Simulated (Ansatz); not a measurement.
Cell and atoms are relaxed with the symmetry kept. Start:

```cif
data_structure
_symmetry_space_group_name_H-M 'P 1'
_symmetry_Int_Tables_number 1
_cell_length_a 6.8425
_cell_length_b 6.8425
_cell_length_c 6.8425
_cell_angle_alpha 98.377
_cell_angle_beta 98.377
_cell_angle_gamma 135.122
_cell_volume 208.93
loop_
_atom_site_label
_atom_site_type_symbol
_atom_site_fract_x
_atom_site_fract_y
_atom_site_fract_z
_atom_site_occupancy
Si1 Si 0.17689 0.17689 0.35378 1
Si2 Si 0.82311 0.17689 0.00000 1
Si3 Si 0.17689 0.82311 0.00000 1
Si4 Si 0.82311 0.82311 0.64622 1
O1 O 0.50000 0.50000 0.50000 1
O2 O 0.00000 0.50000 0.00000 1
O3 O 0.50000 0.00000 0.00000 1
O4 O 0.00000 0.00000 0.50000 1
O5 O 0.00000 0.20855 0.20855 1
O6 O 0.79145 0.00000 0.79145 1
O7 O 0.20855 0.00000 0.20855 1
O8 O 0.00000 0.79145 0.79145 1
```

Theory: DFT PBE, scalar-relativistic, plane waves, PAW (Ansatz 0.2.0).

Settings: cutoff 420 eV, Γ-centred mesh 6×6×6 on the computed 12-atom cell, Gaussian smearing of 0.02 eV; no spin polarisation.

Task: What does it relax to?

Result: The volume goes up by 0.43 Å³/atom to 17.84 Å³/atom, and the energy falls by 5.0 meV/atom. Final structure:
```xyz
12
Lattice="-4.5053 4.5053 2.6365 4.5053 -4.5053 2.6365 4.5053 4.5053 -2.6365" Properties=species:S:1:pos:R:3 pbc="T T T"
Si    1.5942    1.5942    0.0000
Si   -2.9110    2.9110    2.6365
Si    2.9110   -2.9110    2.6365
Si    2.9110    2.9110    2.6365
O     2.2526    2.2526    1.3183
O     2.2526   -2.2526    1.3183
O    -2.2526    2.2526    1.3183
O     2.2526    2.2526   -1.3183
O     1.8873    0.0000    0.0000
O     0.0000    7.1232    0.0000
O     0.0000    1.8873    0.0000
O     7.1232    0.0000    0.0000
```

Course of the relaxation (steps run on the plane waves of an earlier cell, and the basis is chosen afresh near the end, so energy and pressure can step there; trial steps that raised the energy were taken back; energies are free energies):

| step | E − E_final (meV/atom) | largest force component (eV/Å) | P (GPa) | V (Å³/atom) |
| --- | --- | --- | --- | --- |
| 1 | 5.0 | 0.216 | 3.66 | 17.41 |
| 2 | 2.1 | 0.143 | 1.85 | 17.61 |
| 3 | 1.4 | 0.056 | 0.05 | 17.82 |
| 4 | 1.3 | 0.044 | 0.04 | 17.82 |
| 5 | 1.3 | 0.022 | -0.02 | 17.82 |
| 6 | 1.3 | 0.001 | 0.00 | 17.81 |
| 7 | 0.0 | 0.001 | 0.13 | 17.81 |
| 8 | 0.0 | 0.004 | -0.04 | 17.84 |
| 9 | 0.0 | 0.004 | -0.03 | 17.84 |